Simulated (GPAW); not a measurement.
# CuO (P4_2/mmc) in GPAW: settings compared

One crystal, CuO, is run at these levels: RPBE, optB88-vdW; tasks: band structure.

All numbers are computed with GPAW 26.7.0; they aren't measurements. Logs are shortened: lines on timing, memory, paths and dates and some standing lists are left out, and cuts for length are marked. The log counts tension as positive stress, the text compression.

## (1) The structure

The structure is tetragonal, space group P4_2/mmc (No. 131). The conventional cell has a = 3.422 Å, b = 3.422 Å, c = 4.260 Å, α = 90.00°, β = 90.00°, γ = 90.00°. Cu (site symmetry mmm) has 4 O at 2.02 Å as nearest neighbours. Around O (site symmetry -4m2) lie 4 Cu at 2.02 Å and 2 O at 2.13 Å.

Measurements of this composition are mostly on another form, of space group No. 15.

## (2) Band structure, RPBE

Input file run.py:

```python
from ase import Atoms
from ase.dft.bandgap import bandgap
from ase.io import write
from ase.units import GPa
from gpaw import GPAW, PW

atoms = Atoms(['Cu', 'Cu', 'O', 'O'],
              cell=[[3.42205097, 0.0, 0.0],
                    [0.0, 3.42205097, 0.0],
                    [0.0, 0.0, 4.26046148]],
              scaled_positions=[[0.0, 0.5, 0.0],
                                [0.5, 0.0, 0.5],
                                [0.0, 0.0, 0.25],
                                [0.0, 0.0, 0.75]],
              pbc=True)

calc = GPAW(mode=PW(800),
            xc='RPBE',
            kpts={'size': (6, 6, 5), 'gamma': True},
            occupations={'name': 'fermi-dirac', 'width': 0.05},
            nbands=33,
            convergence={'density': 1e-05, 'energy': 1e-05},
            maxiter=150,
            txt='gpaw.txt')
atoms.calc = calc
energy = atoms.get_potential_energy()
forces = atoms.get_forces()
stress = atoms.get_stress()
calc.write('gs.gpw')
write('result.traj', atoms)
print(f'Energy: {energy:.6f} eV')
print('Forces (eV/A):')
print(forces.round(4))
print('Stress (GPa):', (stress / GPa).round(3))
print('Fermi level:', round(calc.get_fermi_level(), 4), 'eV')
print(f'Gap: {bandgap(calc)[0]:.4f} eV, direct: {bandgap(calc, direct=True)[0]:.4f} eV')

path = atoms.cell.bandpath('GXMGZRAZ,XR,MA', npoints=80, eps=1e-4)
bs_calc = calc.fixed_density(kpts=path, symmetry='off', nbands=47,
                             convergence={'bands': 'CBM+6.0', 'eigenstates': 1e-6}, txt='bands.txt')
bs = bs_calc.band_structure()
bs.write('bs.json')
print(f'Gap on the path: {bandgap(bs_calc)[0]:.4f} eV')
```

Potentials or basis: the program's PAW data sets (release 1.2.1) made for this functional, pw.

Started as:

```bash
$ OMP_NUM_THREADS=1 python run.py
```

gpaw.txt:

```text
__  _  _
 | _ |_)|_||  |
 |__||  | ||/\| - 26.7.0

Input parameters:
  mode=PW(ecut=800.0),
  convergence={'density': 1e-05, 'energy': 1e-05},
  kpts=MonkhorstPack(size=(6, 6, 5), gamma=True),
  maxiter=150,
  nbands=33,
  occupations=Occupations(name='fermi-dirac', width=0.05),
  xc=XC(name='RPBE')

Diagonalizing LCAO Hamiltonian
Converting LCAO to pw mode
   .-------.
  /|       |
 * |       |
 O |       |
 | |       |
 | .-Cu----.
 OCu      /
 *-------*

Atoms  # Å, Bohr magnetons
|   | symbol |        x |        y |        z |    initial magnetic moments |
|---|--------|----------|----------|----------|-----------------------------|
| 0 |     Cu | 0.000000 | 1.711025 | 0.000000 | ( 0.0000,  0.0000,  0.0000) |
| 1 |     Cu | 1.711025 | 0.000000 | 2.130231 | ( 0.0000,  0.0000,  0.0000) |
| 2 |      O | 0.000000 | 0.000000 | 1.065115 | ( 0.0000,  0.0000,  0.0000) |
| 3 |      O | 0.000000 | 0.000000 | 3.195346 | ( 0.0000,  0.0000,  0.0000) |

Unit cell  # Å
| periodic |        x |        y |        z |  lengths |    angles |
|----------|----------|----------|----------|----------|-----------|
|      yes | 3.422051 | 0.000000 | 0.000000 | 3.422051 | 90.000000 |
|      yes | 0.000000 | 3.422051 | 0.000000 | 3.422051 | 90.000000 |
|      yes | 0.000000 | 0.000000 | 4.260461 | 4.260461 | 90.000000 |

Number of symmetries: 8
Symmetry operations  # r_c * U_cc + t_c -> r_c
|   | kind |            matrix            |
|---|------|------------------------------|
| 0 |  E   |  1, 0, 0,  0, 1, 0,  0, 0, 1 |
| 1 |  σ   |  1, 0, 0,  0, 1, 0,  0, 0,-1 |
| 2 |  σ   |  1, 0, 0,  0,-1, 0,  0, 0, 1 |
| 3 |  C2  |  1, 0, 0,  0,-1, 0,  0, 0,-1 |
| 4 |  σ   | -1, 0, 0,  0, 1, 0,  0, 0, 1 |
| 5 |  C2  | -1, 0, 0,  0, 1, 0,  0, 0,-1 |
| 6 |  C2  | -1, 0, 0,  0,-1, 0,  0, 0, 1 |
| 7 |  i   | -1, 0, 0,  0,-1, 0,  0, 0,-1 |

BZ-sampling:
  Number of BZ points: 180
  Number of IBZ points: 48

  Monkhorst-Pack size: [6, 6, 5]
  Monkhorst-Pack shift: [0.08333333333333333, 0.08333333333333333, 0.0]

K-points  # in reciprocal-cell coordinates
|     |                                coordinates |     weight |
|-----|--------------------------------------------|------------|
|   0 | (  0.00000000,   0.00000000,   0.00000000) | 0.00555556 |
|   1 | (  0.00000000,   0.00000000,   0.20000000) | 0.01111111 |
|   2 | (  0.00000000,   0.00000000,   0.40000000) | 0.01111111 |
|   3 | (  0.00000000,   0.16666667,   0.00000000) | 0.01111111 |
|   4 | (  0.00000000,   0.16666667,   0.20000000) | 0.02222222 |
|   5 | (  0.00000000,   0.16666667,   0.40000000) | 0.02222222 |
|   6 | (  0.00000000,   0.33333333,   0.00000000) | 0.01111111 |
|   7 | (  0.00000000,   0.33333333,   0.20000000) | 0.02222222 |
|   8 | (  0.00000000,   0.33333333,   0.40000000) | 0.02222222 |
|   9 | (  0.00000000,   0.50000000,   0.00000000) | 0.00555556 |
| ... |                                            |            |
|  47 | (  0.50000000,   0.50000000,   0.40000000) | 0.01111111 |

Plane wave coefficients: 2584
Cutoff: 800.0 eV

Spin-components: 1 (collinear spins)
Bands:           33
Projectors:      22
Spin-degeneracy: 2
Datatype:        complex128

Parallelization:
  kpt:    1
  domain: 1
  band:   1

Density:
  Valence electrons: 34.0
  Components: 1
  Grid points: [24 24 28]
  Charge: 0.0  # |e|

Potential:
  Grid points: [24 24 28]

species:
  Cu:
    name:    Copper
    Z:       29.0
    valence: 11
    core:    18
    charge:  0.0  # [|e|]
    compensation charges:
      type: gauss
      rc: 0.33  # [Å]
      lmax: 2
    cutoffs:
      filter: 2.06  # [Å]
      core: 2.43  # [Å]
    projectors
    | kind |    occ | energy [eV] | rcut [Å] |
    |------|--------|-------------|----------|
    |   4s |  1.000 |      -4.495 |    1.164 |
    |   4p |  0.000 |      -0.718 |    1.164 |
    |   3d | 10.000 |      -4.953 |    1.058 |
    |    s |        |      22.716 |    1.164 |
    |    p |        |      26.494 |    1.164 |
    |    d |        |      22.259 |    1.058 |

    Using partial waves for Cu as LCAO basis

  O:
    name:    Oxygen
    Z:       8.0
    valence: 6
    core:    2
    charge:  0.0  # [|e|]
    compensation charges:
      type: gauss
      rc: 0.21  # [Å]
      lmax: 2
    cutoffs:
      filter: 1.17  # [Å]
      core: 0.83  # [Å]
    projectors
    | kind |    occ | energy [eV] | rcut [Å] |
    |------|--------|-------------|----------|
    |   2s |  2.000 |     -24.041 |    0.688 |
    |   2p |  4.000 |      -8.984 |    0.598 |
    |    s |        |       3.170 |    0.688 |
    |    p |        |      18.228 |    0.598 |
    |    d |        |       0.000 |    0.619 |

    Using partial waves for O as LCAO basis

Reference energy: -94140.217088  # eV

eigensolver:
  PPCG
  Converge bands: occupied
  niter=2

density mixing:
  MSR1-Mixer
  Pratt-step length: 0.05
  Maximum mixing coefficient: 0.75
  Old densities: 10
  SVD Regularization: 0.005
  Good broyden scale: 1.0
  Trust region scale: 1.0
  Backstep threshold: 4.0
  History deletion threshold: 6.0
  Fourier metric: weight=20.0, sigma=0.015

occupation numbers:
  Fermi-Dirac:
    width: 0.0500  # eV

poisson solver:
  ecut: 6400.0  # eV

xc functional:
  name: RPBE with 2 nearest neighbor stencil

convergence criteria:
- Maximum integral of absolute [dens]ity change: 1e-05 electrons / valence electron
- Maximum [total energy] change in last 3 cyles: 1e-05 eV / valence electron
- Maximum integral of absolute [eigenst]ate change: 4e-08 eV^2 / valence electron
maximum number of iterations: 150

SCF iterations
|iter     | |      energy | eigst |  dens |
|---------|-|-------------|-------|-------|
|iter:   1| |  -23.780125 | +0.07 |       |
|iter:   2| |  -20.409953 | -1.76 | -0.84 |
|iter:   3| |  -17.238154 | -1.18 | -0.95 |
|iter:   4| |  -16.957792 | -2.47 | -1.40 |
|iter:   5| |  -16.934479 | -2.93 | -1.70 |
|iter:   6| |  -16.958320 | -3.47 | -2.33 |
|iter:   7| |  -16.930770 | -3.70 | -2.03 |
|iter:   8| |  -16.930759 | -5.49 | -2.81 |
|iter:   9| |  -16.930836c| -5.33 | -3.04 |
|iter:  10| |  -16.930837c| -7.04 | -3.96 |
|iter:  11| |  -16.930838c| -7.61c| -4.43 |
|iter:  12| |  -16.930838c| -8.33c| -5.19c|

Converged in 12 steps
Energy contributions relative to reference atoms: (reference = -94140.217088)

Energy contributions:
  Kinetic:          -2.200828
  Coulomb:          -4.100955
  Zero:              0.601410
  External:          0.000000
  Xc:              -11.221393
  Entropy:          -0.018144
  Spinorbit:         0.000000
  ----------------------------
  Free energy:     -16.939910
  Extrapolated:    -16.930838

dipole moment: (-26.656903, -26.656904, -9.156355)  # |e|*Ang

Fermi level: 4.826
Eigenvalues  # (at kpt = [0.000, 0.000, 0.000])
| band index |      eig [eV] | occ [0-2] |
|------------|---------------|-----------|
|          0 |       -15.292 |     2.000 |
|        ... |               |           |
|          7 |         1.252 |     2.000 |
|          8 |         2.085 |     2.000 |
|          9 |         2.343 |     2.000 |
|         10 |         2.514 |     2.000 |
|         11 |         2.620 |     2.000 |
|         12 |         2.620 |     2.000 |
[... 8 lines left out ...]
|         21 |        14.628 |     0.000 |
|         22 |        16.151 |     0.000 |
|        ... |               |           |
|         32 |        28.376 |     0.000 |

No gap
No difference between direct/indirect transitions

Forces  # eV/Ang
|        x |       y |        z |
|----------|---------|----------|
|  0.00000 | 0.00000 |  0.00000 |  # Cu   0
| -0.00000 | 0.00000 |  0.00000 |  # Cu   1
|  0.00000 | 0.00000 | -0.00002 |  # O    2
|  0.00000 | 0.00000 |  0.00002 |  # O    3

Stress tensor  # eV/Ang^3
|        x |        y |         z |
|----------|----------|-----------|
| 0.055942 | 0.000000 |  0.000000 |
| 0.000000 | 0.055943 |  0.000000 |
| 0.000000 | 0.000000 | -0.167650 |

# Writing to gs.gpw (mode='')
```

Wall time 3.5 min (1 thread of Intel Xeon Platinum 8259CL at 2.50GHz (Skylake/Cascade Lake), shared host); peak memory 0.49 GiB.

What came out:

- Free energy: -16.9399 eV
- Pressure: 3.0 GPa
- Band gap along the path: none (metal or under the smearing width)

Stress tensor (GPa, compression positive):
```
-8.96  0.00  0.00
 0.00 -8.96  0.00
 0.00  0.00 26.86
```

Levels at the corners of the path, in eV from the Fermi level:
```tsv
point	band 15	band 16	band 17	band 18	band 19	band 20
Γ	-1.21	0.44	0.58	0.70	0.70	6.21
X	-1.68	-1.68	0.60	0.96	3.88	4.21
M	-1.74	-1.44	-1.44	0.91	1.33	7.99
Γ	-1.21	0.44	0.58	0.70	0.70	6.21
Z	-1.60	-1.60	0.01	0.01	2.33	2.33
R	-1.80	-1.73	-0.70	0.48	3.99	5.23
A	-1.54	-1.54	-1.11	-1.11	3.65	3.65
Z	-1.60	-1.60	0.01	0.01	2.33	2.33
X	-1.68	-1.68	0.60	0.96	3.88	4.21
R	-1.80	-1.73	-0.70	0.48	3.99	5.23
M	-1.74	-1.44	-1.44	0.91	1.33	7.99
A	-1.54	-1.54	-1.11	-1.11	3.65	3.65
```

Caveat: with this Cu data set, volumes or pressures lay over 1.5 % or 2 GPa off other programs in two to four cells of ten; the run has no spin polarisation, though such a crystal can be magnetic; semilocal functionals often make such compounds metallic where correlation or magnetic order opens a gap, which also shifts bond lengths.

## (3) Band structure, optB88-vdW

run.py: that of step 2 with these lines changed.

```diff
@@ -3,3 +3,2 @@
 from ase.io import write
-from ase.units import GPa
 from gpaw import GPAW, PW
@@ -17,3 +16,3 @@
 calc = GPAW(mode=PW(800),
-            xc='RPBE',
+            xc={'name': 'optB88-vdW', 'backend': 'libvdwxc'},
             kpts={'size': (6, 6, 5), 'gamma': True},
@@ -23,2 +22,3 @@
             maxiter=150,
+            legacy_gpaw=True,
             txt='gpaw.txt')
@@ -27,3 +27,2 @@
 forces = atoms.get_forces()
-stress = atoms.get_stress()
 calc.write('gs.gpw')
@@ -33,3 +32,2 @@
 print(forces.round(4))
-print('Stress (GPa):', (stress / GPa).round(3))
 print('Fermi level:', round(calc.get_fermi_level(), 4), 'eV')
```

Potentials or basis: GPAW PAW data sets (gpaw-data 1.2.1), pw.

Started as:

```bash
$ OMP_NUM_THREADS=1 python run.py
```

Run time: 3.3 min. Hardware: 1 thread of Intel Xeon Platinum 8259CL at 2.50GHz (Skylake/Cascade Lake), shared host; peak memory 0.53 GiB.

The run converged. Its results:

```yaml
Free_energy: -66.5188 eV
Band_gap_along_the_path: none (metal or under the smearing width)
```

Levels at the corners of the path, in eV from the Fermi level:
```csv
point,band 13,band 14,band 15,band 16,band 17,band 18,band 19,band 20,band 21
Γ,-2.23,-2.20,-1.24,0.46,0.62,0.70,0.70,6.30,7.25
X,-2.29,-1.76,-1.71,-1.70,0.59,0.97,3.89,4.24,6.59
M,-2.21,-2.06,-1.75,-1.47,-1.47,0.95,1.32,7.94,7.94
Γ,-2.23,-2.20,-1.24,0.46,0.62,0.70,0.70,6.30,7.25
Z,-1.87,-1.87,-1.60,-1.60,0.01,0.01,2.36,2.36,9.90
R,-2.30,-2.13,-1.82,-1.76,-0.69,0.46,4.01,5.22,6.00
A,-1.76,-1.76,-1.56,-1.56,-1.09,-1.09,3.67,3.67,8.37
Z,-1.87,-1.87,-1.60,-1.60,0.01,0.01,2.36,2.36,9.90
X,-2.29,-1.76,-1.71,-1.70,0.59,0.97,3.89,4.24,6.59
R,-2.30,-2.13,-1.82,-1.76,-0.69,0.46,4.01,5.22,6.00
M,-2.21,-2.06,-1.75,-1.47,-1.47,0.95,1.32,7.94,7.94
A,-1.76,-1.76,-1.56,-1.56,-1.09,-1.09,3.67,3.67,8.37
```

Caveat: the PAW data sets were made with another functional, which shifts forces and pressure a little; the run has no spin polarisation, though such a crystal can be magnetic; semilocal functionals often make such compounds metallic where correlation or magnetic order opens a gap, which also shifts bond lengths.
